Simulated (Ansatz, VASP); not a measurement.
**One calculation of Ag, two programs**

```
Ag
1.0
     1.95171    3.38045    0.00000
    -1.95171    3.38045    0.00000
     0.00000   -2.25364    3.38956
Ag
2
Direct
  0.23400 0.23400 0.70200
  0.76600 0.76600 0.29800
```

The cell was built by a generator and needn't be a form met in nature.

Alike in both runs: task single point; functional r2SCAN; k mesh 6 × 6 × 6; occupations gaussian, width 0.0318 eV; collinear spin.

|  | VASP | Ansatz |
| --- | --- | --- |
| version | VASP 6.6.1 | Ansatz 0.2.0 |
| potentials or method | VASP PAW PBE potentials, release 64 (Ag) | PAW plane waves |
| plane-wave cutoff (eV) | 520 | 500 |
| valence electrons in the cell | 22 | 38 |

|  | VASP | Ansatz | Ansatz less VASP |
| --- | --- | --- | --- |
| gap on the k mesh at the Fermi level (eV) | none | none | - |
| pressure (GPa) | -3.3 | -3.4 | -0.06 |
| largest component of the traceless stress (GPa) | 1.09 | 1.11 | +0.021 |
| rms of the force components (eV/Å) | 0.702 | 0.693 | -0.0093 |
| net moment per atom (μB) | 0.00 | 0.00 | 0.000 |

Atom by atom the forces differ by 0.009 eV/Å (rms over components). A gap of «none» marks a metal or a gap that the smearing closes. The two sets of potentials don't hold the same shells in valence. Ansatz warned: «no_starting_moments».

Caveats: the PAW data sets were made with another functional, which shifts forces and pressure a little (VASP).
